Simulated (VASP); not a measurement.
**Results of a VASP single-point calculation on SrTiO$_{3}$ (strained cubic perovskite)**

POSCAR

```
Sr Ti O
 1.0000000000000000
     3.8677829865000000    0.0000000000000000    0.0000000000000000
     0.0000000000000000    3.8677829865000000    0.0000000000000000
     0.0000000000000000    0.0000000000000000    3.8677829865000000
 Sr  Ti  O
   1   1   3
Cartesian
  0.0000000000000000  0.0000000000000000  0.0000000000000000
  1.9338914932500004  1.9338914932500004  1.9338914932500004
  1.9338914932500004  1.9338914932500004  0.0000000000000000
  1.9338914932500004  0.0000000000000000  1.9338914932500004
  0.0000000000000000  1.9338914932500004  1.9338914932500004
```

```yaml
gap_between_bands_v_and_c: 2.34 eV
least_direct_gap: 2.70 eV
```

Band v is the last that the valence electrons fill when counted band by band, and c is the next. Levels in eV from the top of v:

```
point    v−1      v     c   c+1
    Γ  -0.37  -0.37  2.34  2.34
    X  -0.77  -0.77  2.52  4.34
    M  -1.64  -0.10  4.35  4.35
    R   0.00   0.00  5.08  5.08
```

Q: Which of these levels of theory gave these results?
A. PBE0
B. r²SCAN
C. PBE with spin–orbit coupling
D. PBE
E. HSE06
F. LDA
G. PBEsol

A: B.

The INCAR was:

```
IBRION = -1
ISMEAR = 0
NBANDS = 28
NELM = 120
PREC = Accurate
LASPH = .TRUE.
ENCUT = 520
ALGO = Normal
LWAVE = .FALSE.
LCHARG = .FALSE.
NSW = 0
METAGGA = R2SCAN
LREAL = .FALSE.
ISIF = 2
EDIFF = 1E-7
SIGMA = 0.01
```
